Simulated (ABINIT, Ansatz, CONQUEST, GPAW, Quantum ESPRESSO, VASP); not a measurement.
**ZnAu: programs and potentials compared**

```
CELL_PARAMETERS angstrom
3.14700 0.00000 0.00000
0.00000 3.14700 0.00000
0.00000 0.00000 3.14700
ATOMIC_POSITIONS crystal
Au 0.00000 0.00000 0.00000
Zn 0.50000 0.50000 0.50000
```

Alike in all runs: task single point; functional PBE; k mesh 8 × 8 × 8; occupations fermi-dirac, width 0.05 eV; no spin polarisation; no spin-orbit coupling. Pressure is positive in compression and, in plane waves, holds the error of the finite cutoff.

```json
{"program and potentials": "CONQUEST, PseudoDojo NC PBE, DZP, grid cutoff 120 Ha", "plane-wave cutoff (eV)": "-", "notes": "atomic basis; 19.5 valence electrons an atom on average", "band gap (eV)": "no gap", "pressure (GPa)": "6.10"}
{"program and potentials": "Quantum ESPRESSO, SSSP 1.3 efficiency PBE", "plane-wave cutoff (eV)": "816", "notes": "19.5 valence electrons an atom on average", "band gap (eV)": "no gap", "pressure (GPa)": "4.69"}
{"program and potentials": "ABINIT, JTH PAW PBE v2.0", "plane-wave cutoff (eV)": "599", "notes": "11.5 valence electrons an atom on average", "band gap (eV)": "no gap", "pressure (GPa)": "4.87"}
{"program and potentials": "Ansatz, all-electron LAPW, scalar-relativistic", "plane-wave cutoff (eV)": "-", "notes": "-", "band gap (eV)": "no gap", "pressure (GPa)": "5.11"}
{"program and potentials": "VASP, PBE PAW files Au, Zn, 520 eV", "plane-wave cutoff (eV)": "520", "notes": "11.5 valence electrons an atom on average", "band gap (eV)": "no gap", "pressure (GPa)": "5.24"}
{"program and potentials": "GPAW, GPAW PAW data sets (gpaw-data 1.2.1)", "plane-wave cutoff (eV)": "600", "notes": "11.5 valence electrons an atom on average", "band gap (eV)": "no gap", "pressure (GPa)": "5.53"}
```

None finds a gap. The pressure spans 4.69 (Quantum ESPRESSO, SSSP 1.3 efficiency PBE) to 6.10 GPa (CONQUEST, PseudoDojo NC PBE, DZP, grid cutoff 120 Ha), with all-electron results at 5.11. Rows in atomic bases carry the error of their basis and grid, which can be large.

The functional is the same throughout but for its coding, so the spread measures potentials, basis and numerics; runs on potential files found faulty are left out.
